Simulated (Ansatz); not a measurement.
# WC: the cost of one run

Computed with Ansatz 0.2.0 (DFT PBE, scalar-relativistic, plane waves, PAW, unless a step's input says otherwise).

## Step 1: The starting structure

It takes space group P-6m2 (No. 187, hexagonal). The conventional cell has a = 2.901 Å, b = 2.901 Å, c = 2.829 Å, α = 90.00°, β = 90.00°, γ = 120.00°. W (site symmetry -6m2) has 6 C at 2.19 Å in its first shell of neighbours. C (site symmetry -6m2) has 6 W at 2.19 Å in its first shell of neighbours.

Structure file:

```
CELL_PARAMETERS angstrom
2.90050 0.00000 0.00000
-1.45025 2.51191 0.00000
0.00000 0.00000 2.82900
ATOMIC_POSITIONS crystal
W 0.00000 0.00000 0.00000
C 0.66667 0.33333 0.50000
```

No relaxation comes first: the listed cell is the starting point.

## Step 2: The reference cell

The reference gives a free energy of -10636.0493 eV, pressure 8.45 GPa, largest force 0.000 eV/Å and gap on the mesh none (metal). It was computed beforehand with the settings of the runs below.

## Step 3: Setting up one atom moved over a plane

Atom 1 (W) is moved by p along (1.000, 0.000, 0.000) and q along (0.000, 1.000, 0.000) (Å), all else fixed; its images in the other cells move with it. Points alike by symmetry are run once.

## Step 4: p = -0.200, q = -0.200

Contents of input.yaml:

```yaml
crystal:
  lattice:
    - [2.900501436, 0.0, 0.0]
    - [-1.450250718, 2.5119079273, 0.0]
    - [0.0, 0.0, 2.829]
  atoms:
    - { symbol: W, position: [-0.1087639709, -0.0796207527, 0.0] }
    - { symbol: C, position: [0.6666666667, 0.3333333333, 0.5] }
basis:
  ecutwfc: 420
kpoints:
  mp_grid: { grid: [18, 18, 16] }
hamiltonian:
  xc: pbe
scf:
  occupations: { method: gaussian, width: 0.15 }
output:
  forces: true
  stress: true
  eigenvalues: true
```

Command:

```console
$ ansatz run input.yaml --threads 1 --pin off --max-ram 2560MiB --backend cpu --events-out ev --progress --plain --runs-dir out
```

Q: Estimate wall time and peak memory on 1 thread of AMD EPYC 9R45 (Zen 5), shared host.

About 9.2 s, with a peak of 0.81 GiB.
